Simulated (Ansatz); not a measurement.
MgS (Niningerite):

```
CELL_PARAMETERS angstrom
0.00000 2.60165 2.60165
2.60165 0.00000 2.60165
2.60165 2.60165 0.00000
ATOMIC_POSITIONS crystal
S 0.50000 0.50000 0.50000
Mg 0.00000 0.00000 0.00000
```

Program: Ansatz 0.2.0. Alike in all runs: task projected density of states; potentials or basis Ansatz PAW; no spin polarisation; cell as given; k mesh 5 × 5 × 5; cutoff (eV) 420; smearing fermi-dirac 0.05 eV.

Q: Order these runs on this cell by their pressure, lowest first.
A. level LDA
B. level revPBE
C. level PBE
D. level PBE0

A: A (-3.2 GPa), D (-0.3 GPa), C (1.3 GPa), B (3.0 GPa).

Caveats: odd divisions of the mesh miss points on the zone boundary, where band edges often lie, so the gap on the mesh can be too wide; the density of states is complete only up to the lowest level of the last band computed; the PAW data sets come from PBE, with cores solved anew for the run's functional, which leaves a small shift of forces and pressure (some runs); the thresholds are loose for stress (some runs).
